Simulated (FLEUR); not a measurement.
# Re (Fm-3m) in FLEUR: settings compared, part 2 of 2

FLEUR MaX-R8.1 (later development tree).

## (3) Density of states, PW91+U, collinear spin, ferromagnetic start (volume scaled by 1.15)

inp.xml reads:

```xml
<?xml version="1.0" encoding="UTF-8" standalone="no"?>
<fleurInput fleurInputVersion="0.39">
   <comment>
      Re                                                                                                  
   </comment>
   <calculationSetup>
      <cutoffs Kmax="3.8" Gmax="11.8" GmaxXC="11.8" numbands="0"/>
      <scfLoop itmax="100" minDistance="0.0002" maxIterBroyd="50" imix="Anderson" alpha="0.05" precondParam="0.0" spinf="2.0" sdNocoIR="T"/>
      <coreElectrons ctail="T" frcor="F" kcrel="0" coretail_lmax="0"/>
      <xcFunctional name="pw91" relativisticCorrections="F"/>
      <magnetism jspins="2"/>
      <soc l_soc="F" theta="0.0" phi="0.0" spav="F"/>
      <expertModes spex="0" secvar="F"/>
      <geometryOptimization l_f="F" forcealpha="1.0" forcemix="BFGS" epsdisp="0.00001" epsforce="0.00001"/>
      <ldaU l_linMix="F" mixParam="0.05" spinf="1.0"/>
   </calculationSetup>
   <cell>
      <bzIntegration valenceElectrons="29.0" mode="hist" fermiSmearingEnergy="0.00073499">
         <kPointListSelection listName="default-1"/>
         <!-- k-points included here -->
         <xi:include xmlns:xi="http://www.w3.org/2001/XInclude" href="kpts.xml"> </xi:include>
      </bzIntegration>
      <!-- symmetry operations included here -->
      <xi:include xmlns:xi="http://www.w3.org/2001/XInclude" href="sym.xml"> </xi:include>
      <bulkLattice scale="1.0">
         <bravaisMatrix>
            <row-1>    0.0000000000000000     3.9101964801939886     3.9101964801939886</row-1>
            <row-2>    3.9101964801939886     0.0000000000000000     3.9101964801939886</row-2>
            <row-3>    3.9101964801939886     3.9101964801939886     0.0000000000000000</row-3>
         </bravaisMatrix>
      </bulkLattice>
   </cell>
   <atomSpecies>
      <species name="Rhenium (R1.000" element="Re" atomicNumber="75">
         <mtSphere radius="2.56" gridPoints="847" logIncrement="0.016"/>
         <atomicCutoffs lmax="10" lnonsphr="8"/>
         <electronConfig flipSpins="F">
            <coreConfig>(1s1/2) (2s1/2) (2p1/2) (2p3/2) (3s1/2) (3p1/2) (3p3/2) (4s1/2) (3d3/2) (3d5/2) (4p1/2) (4p3/2) (4d3/2) (4d5/2)</coreConfig>
            <valenceConfig>(5s1/2) (5p1/2) (5p3/2) (6s1/2) (4f5/2) (4f7/2) (5d3/2) (5d5/2)</valenceConfig>
            <stateOccupation state="(5d3/2)" spinUp="1.0" spinDown="1.0"/>
            <stateOccupation state="(5d5/2)" spinUp="2.0" spinDown="1.0"/>
         </electronConfig>
         <energyParameters s="6" p="6" d="5" f="4"/>
         <ldaU l="2" U="6" J="0.5" l_amf="F"/>
         <lo type="SCLO" l="0" n="5" eDeriv="0"/>
         <lo type="SCLO" l="1" n="5" eDeriv="0"/>
         <lo type="SCLO" l="3" n="4" eDeriv="2"/>
      </species>
   </atomSpecies>
   <atomGroups>
      <atomGroup species="Rhenium (R1.000">
         <relPos label="                   1">.0000000000 .0000000000 .0000000000</relPos>
         <force calculate="T" relaxXYZ="TTT"/>
      </atomGroup>
   </atomGroups>
   <output dos="F" band="F" slice="F">
      <checks vchk="F" cdinf="F"/>
      <bandDOS minEnergy="-.5*Htr" maxEnergy="0.5*Htr" sigma="0.015" storeEVData="T"/>
      <vacuumDOS vacdos="F" integ="F" star="F" nstars="0" locx1="0.0" locy1="0.0" locx2="0.0" locy2="0.0" nstm="0" tworkf="0.0"/>
      <unfoldingBand unfoldBand="F" supercellX="1" supercellY="1" supercellZ="1"/>
      <plotting iplot="0" polar="F">
         <plot TwoD="T" vec1="  1.0  0.0  0.0" vec2="  0.0  1.0  0.0" vec3="  0.0  0.0  1.0" zero="  0.0  0.0  0.0" file="plot"/>
      </plotting>
      <chargeDensitySlicing numkpt="0" minEigenval="0.0" maxEigenval="0.0" nnne="0" pallst="F"/>
      <specialOutput eonly="F"/>
      <moessbauerParams electricFieldGradient="T" isomerShift="T" coreHyperfine="T" valenceHyperfine="T"/>
      <magneticCircularDichroism mcd="F" energyLo="-10.0" energyUp="0.0"/>
   </output>
  <!-- We include the file relax.xml here to enable relaxations (see documentation) -->
  <xi:include xmlns:xi="http://www.w3.org/2001/XInclude" href="relax.xml"> <xi:fallback/> </xi:include>
</fleurInput>
```

crystal.txt reads:

```
Re
&input cartesian=F /
0.0000000000  2.0691868675  2.0691868675
2.0691868675  0.0000000000  2.0691868675
2.0691868675  2.0691868675  0.0000000000
1.8897261246
1.0 1.0 1.0

1
75 0.0000000000  0.0000000000  0.0000000000 : 1.000

&kpt div1=12 div2=12 div3=12 gamma=T /
```

inp.xml (dos) reads:

```
<?xml version="1.0" encoding="UTF-8" standalone="no"?>
<fleurInput fleurInputVersion="0.39">
   <comment>
      Re                                                                                                  
   </comment>
   <calculationSetup>
      <cutoffs Kmax="3.8" Gmax="11.8" GmaxXC="11.8" numbands="0"/>
      <scfLoop itmax="100" minDistance="0.0002" maxIterBroyd="50" imix="Anderson" alpha="0.05" precondParam="0.0" spinf="2.0" sdNocoIR="T"/>
      <coreElectrons ctail="T" frcor="F" kcrel="0" coretail_lmax="0"/>
      <xcFunctional name="pw91" relativisticCorrections="F"/>
      <magnetism jspins="2"/>
      <soc l_soc="F" theta="0.0" phi="0.0" spav="F"/>
      <expertModes spex="0" secvar="F"/>
      <geometryOptimization l_f="F" forcealpha="1.0" forcemix="BFGS" epsdisp="0.00001" epsforce="0.00001"/>
      <ldaU l_linMix="F" mixParam="0.05" spinf="1.0"/>
   </calculationSetup>
   <cell>
      <bzIntegration valenceElectrons="29.0" mode="hist" fermiSmearingEnergy="0.00073499">
         <kPointListSelection listName="default-1"/>
         <!-- k-points included here -->
         <xi:include xmlns:xi="http://www.w3.org/2001/XInclude" href="kpts.xml"> </xi:include>
      </bzIntegration>
      <!-- symmetry operations included here -->
      <xi:include xmlns:xi="http://www.w3.org/2001/XInclude" href="sym.xml"> </xi:include>
      <bulkLattice scale="1.0">
         <bravaisMatrix>
            <row-1>    0.0000000000000000     3.9101964801939886     3.9101964801939886</row-1>
            <row-2>    3.9101964801939886     0.0000000000000000     3.9101964801939886</row-2>
            <row-3>    3.9101964801939886     3.9101964801939886     0.0000000000000000</row-3>
         </bravaisMatrix>
      </bulkLattice>
   </cell>
   <atomSpecies>
      <species name="Rhenium (R1.000" element="Re" atomicNumber="75">
         <mtSphere radius="2.56" gridPoints="847" logIncrement="0.016"/>
         <atomicCutoffs lmax="10" lnonsphr="8"/>
         <electronConfig flipSpins="F">
            <coreConfig>(1s1/2) (2s1/2) (2p1/2) (2p3/2) (3s1/2) (3p1/2) (3p3/2) (4s1/2) (3d3/2) (3d5/2) (4p1/2) (4p3/2) (4d3/2) (4d5/2)</coreConfig>
            <valenceConfig>(5s1/2) (5p1/2) (5p3/2) (6s1/2) (4f5/2) (4f7/2) (5d3/2) (5d5/2)</valenceConfig>
            <stateOccupation state="(5d3/2)" spinUp="1.0" spinDown="1.0"/>
            <stateOccupation state="(5d5/2)" spinUp="2.0" spinDown="1.0"/>
         </electronConfig>
         <energyParameters s="6" p="6" d="5" f="4"/>
         <ldaU l="2" U="6" J="0.5" l_amf="F"/>
         <lo type="SCLO" l="0" n="5" eDeriv="0"/>
         <lo type="SCLO" l="1" n="5" eDeriv="0"/>
         <lo type="SCLO" l="3" n="4" eDeriv="2"/>
      </species>
   </atomSpecies>
   <atomGroups>
      <atomGroup species="Rhenium (R1.000">
         <relPos label="                   1">.0000000000 .0000000000 .0000000000</relPos>
         <force calculate="T" relaxXYZ="TTT"/>
      </atomGroup>
   </atomGroups>
   <output dos="T" band="F" slice="F">
      <checks vchk="F" cdinf="F"/>
      <bandDOS minEnergy="-0.8*Htr" maxEnergy="0.5*Htr" sigma="0.005" storeEVData="T"/>
      <vacuumDOS vacdos="F" integ="F" star="F" nstars="0" locx1="0.0" locy1="0.0" locx2="0.0" locy2="0.0" nstm="0" tworkf="0.0"/>
      <unfoldingBand unfoldBand="F" supercellX="1" supercellY="1" supercellZ="1"/>
      <plotting iplot="0" polar="F">
         <plot TwoD="T" vec1="  1.0  0.0  0.0" vec2="  0.0  1.0  0.0" vec3="  0.0  0.0  1.0" zero="  0.0  0.0  0.0" file="plot"/>
      </plotting>
      <chargeDensitySlicing numkpt="0" minEigenval="0.0" maxEigenval="0.0" nnne="0" pallst="F"/>
      <specialOutput eonly="F"/>
      <moessbauerParams electricFieldGradient="T" isomerShift="T" coreHyperfine="T" valenceHyperfine="T"/>
      <magneticCircularDichroism mcd="F" energyLo="-10.0" energyUp="0.0"/>
   </output>
  <!-- We include the file relax.xml here to enable relaxations (see documentation) -->
  <xi:include xmlns:xi="http://www.w3.org/2001/XInclude" href="relax.xml"> <xi:fallback/> </xi:include>
</fleurInput>
```

Potentials or basis: all-electron, FLAPW.

Command:

```
inpgen -f crystal.txt -profile fastHighL
# inp.xml edited to the form shown
fleur_MPI
fleur_MPI   # second run, on inp.xml (dos)
```

What it wrote:

```text
Welcome to FLEUR        (www.flapw.de)
      MaX-Release 8.1          (www.max-centre.eu)

 ========== k-point set info ==========
 Selected k-point list: default-1
 k-point list type: mesh
 12 x 12 x 12
 Number of k points: 72

 ------------Calculation Setup---------------------------
 Number of MPI-tasks      :            1
 Number of PE/node        :            1
 Number of OMP-threads    :            1
 Most efficient MPI parallelization for:
           1           2           3           4           6           8           9          12          18          24          36          72
 Additional eigenvalue parallelization possible
 Number of basis functions:          146
 Approximate size of matrices (H+S) per k-point:         0.000 GB
 --------------------------------------------------------
 no density matrix found ... skipping LDA+U
 Reset of history
 Iteration:     1   Distance:      11.93088607 me/bohr^3
 Iteration:     2   Distance:      11.79113886 me/bohr^3
 Iteration:     3   Distance:      10.72508697 me/bohr^3
 Iteration:     4   Distance:       5.51705298 me/bohr^3
 Iteration:     5   Distance:       1.97122331 me/bohr^3
 Iteration:     6   Distance:       2.43620838 me/bohr^3
 Iteration:     7   Distance:       0.45906768 me/bohr^3
 Iteration:     8   Distance:       0.46797093 me/bohr^3
 Iteration:     9   Distance:       0.25538050 me/bohr^3
 Iteration:    10   Distance:       0.21101700 me/bohr^3

[... 68 further cycles ...]
 Iteration:    79   Distance:       0.02229640 me/bohr^3
 Iteration:    80   Distance:       0.01229020 me/bohr^3
 Iteration:    81   Distance:       0.00502355 me/bohr^3
 Iteration:    82   Distance:       0.00326691 me/bohr^3
 Iteration:    83   Distance:       0.00493693 me/bohr^3
 Iteration:    84   Distance:       0.00293915 me/bohr^3
 Iteration:    85   Distance:       0.00206407 me/bohr^3
 Iteration:    86   Distance:       0.00125885 me/bohr^3
 Iteration:    87   Distance:       0.00024280 me/bohr^3
 Iteration:    88   Distance:       0.00017513 me/bohr^3

 ********************************************************************
 Run finished successfully
 Stop message:
   all done
 ********************************************************************
```

output (dos):

```text
Welcome to FLEUR        (www.flapw.de)
      MaX-Release 8.1          (www.max-centre.eu)

 ========== k-point set info ==========
 Selected k-point list: default-1
 k-point list type: mesh
 12 x 12 x 12
 Number of k points: 72

 ------------Calculation Setup---------------------------
 Number of MPI-tasks      :            1
 Number of PE/node        :            1
 Number of OMP-threads    :            1
 Most efficient MPI parallelization for:
           1           2           3           4           6           8           9          12          18          24          36          72
 Additional eigenvalue parallelization possible
 Number of basis functions:          146
 Approximate size of matrices (H+S) per k-point:         0.000 GB
 --------------------------------------------------------
Local.1               Total                INT                  Sym                  MT:1s                MT:1p                MT:1d                MT:1f
 done:Local.1
Local.2               Total                INT                  Sym                  MT:1s                MT:1p                MT:1d                MT:1f
 done:Local.2

 Note: DOS data (together with different weights) is also stored in the banddos.hdf file.
       A convenient way of extracting and plotting the data from that file is by making use of the

 ********************************************************************
 Run finished successfully
 Stop message:
   Charge density postprocessing done.
 ********************************************************************
```

It took 2 min on 1 thread of Arm Neoverse V2, shared host; peak memory 0.12 GiB.

What came out:

| Item | Value |
| --- | --- |
| Free energy | -454958.9728 eV |
| Band gap on the k mesh | none (metal or under the smearing width) |
| Net moment | 0.29 μB per cell |
| Site moments | Re +0.27 μB |
| Valence electrons inside the program's atomic spheres | Re 27.10 (radii Re 2.56 bohr) |

States per cell in windows of 1 eV (zero at the Fermi level; states under -8 eV left out):
```csv
from (eV),up,down
-8.0,0.05,0.05
-7.0,0.10,0.10
-6.0,0.32,0.23
-5.0,0.45,0.46
-4.0,0.59,0.49
-3.0,0.61,0.63
-2.0,0.83,0.75
-1.0,0.70,0.62
```

Eigenvalues of the final occupation matrices:
```csv
site,spin,trace,eigenvalues
atom type 1,1,2.24,0.43 0.43 0.43 0.48 0.48
atom type 1,2,1.99,0.27 0.27 0.48 0.48 0.48
```

Core levels (eV from the Fermi level):
| atom | levels |
| --- | --- |
| 1 Re | 1s1/2 -71565.5, 2s1/2 -12395.9, 2p1/2 -11860.1, 2p3/2 -10419.8, 3s1/2 -2866.3, 3p1/2 -2627.4, 3p3/2 -2314.6, 4s1/2 -594.6, 3d3/2 -1913.8, 3d5/2 -1845.9, 4p1/2 -494.9, 4p3/2 -421.9, 4d3/2 -258.5, 4d5/2 -245.0 |

Caveat: the U is typed as a test and isn't derived for this compound. Spin-orbit coupling is left out, which matters for the levels of Re.
